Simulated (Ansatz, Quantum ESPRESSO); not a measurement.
This is a calculation of Sn for Ansatz 0.2.0. 

File input.yaml:

```yaml
crystal:
  lattice:
    - [-2.9401404553, 2.9401404553, 1.5993019889]
    - [2.9401404553, -2.9401404553, 1.5993019889]
    - [2.9401404553, 2.9401404553, -1.5993019889]
  atoms:
    - { symbol: Sn, position: [0.0, 0.0, 0.0] }
    - { symbol: Sn, position: [0.75, 0.25, 0.5] }
kpoints:
  mp_grid: { grid: [9, 9, 9] }
scf:
  occupations: { method: fermi_dirac, width: 0.05 }
hamiltonian:
  xc: pbesol
  pseudopotentials: { kind: all_electron, lapw: { basis_error: 0.001 } }
output:
  forces: true
  stress: true
  eigenvalues: true
  populations: true
```

Potentials or basis: all-electron LAPW, scalar-relativistic.

Launch:

```console
$ ansatz run input.yaml --threads 1 --pin off --max-ram 3072MiB --backend cpu --events-out ev --progress --plain --runs-dir out
```

Question: Set up the same calculation for Quantum ESPRESSO 7.5. Potentials or basis there: GBRV 1.5 PBEsol, cutoff 925 eV.

Answer: As run (cutoffs and basis follow the program's own potentials, and thresholds, step limits or extra output files can differ):

pw.in

```
&CONTROL
  calculation = 'scf'
  prefix = 'pwscf'
  outdir = './tmp'
  pseudo_dir = './pseudo'
  tprnfor = .true.
  tstress = .true.
  disk_io = 'low'
/
&SYSTEM
  ibrav = 0
  celldm(1) = 8
  nat = 2
  ntyp = 1
  ecutwfc = 68
  ecutrho = 544
  nbnd = 21
  occupations = 'smearing'
  smearing = 'fd'
  degauss = 0.00367493
/
&ELECTRONS
  conv_thr = 4d-10
  electron_maxstep = 120
  mixing_beta = 0.5
/
ATOMIC_SPECIES
Sn   118.7100 sn_pbesol_v1.4.uspp.F.UPF
CELL_PARAMETERS alat
 -0.6945075285562   0.6945075285562   0.3777803436988
  0.6945075285562  -0.6945075285562   0.3777803436988
  0.6945075285562   0.6945075285562  -0.3777803436988
ATOMIC_POSITIONS crystal
Sn     0.0000000000    0.0000000000    0.0000000000
Sn     0.7500000000    0.2500000000    0.5000000000
K_POINTS automatic
9 9 9 0 0 0
```

Contents of pp_density.in:

```
&INPUTPP
  prefix = 'pwscf'
  outdir = './tmp'
  filplot = 'density.dat'
  plot_num = 0
/
&PLOT
  nfile = 1
  filepp(1) = 'density.dat'
  iflag = 3
  output_format = 6
  fileout = 'density.cube'
/
```

pp_potential.in

```
&INPUTPP
  prefix = 'pwscf'
  outdir = './tmp'
  filplot = 'potential.dat'
  plot_num = 11
/
&PLOT
  nfile = 1
  filepp(1) = 'potential.dat'
  iflag = 3
  output_format = 6
  fileout = 'potential.cube'
/
```

Potentials or basis: GBRV 1.5 PBEsol.

The run is started by

```bash
$ OMP_NUM_THREADS=1 mpirun -n 2 pw.x -nk 2 -in pw.in > pw.out
$ OMP_NUM_THREADS=1 mpirun -n 1 pp.x -in pp_density.in > pp_density.out
$ OMP_NUM_THREADS=1 mpirun -n 1 pp.x -in pp_potential.in > pp_potential.out
```

Both were run:

|  | Ansatz | Quantum ESPRESSO |
| --- | --- | --- |
| Pressure | -1.4 GPa | -1.7 GPa |

Where Ansatz's input types no cutoff or centring, it takes its own default and a Γ-centred mesh.

Pressure is positive in compression.
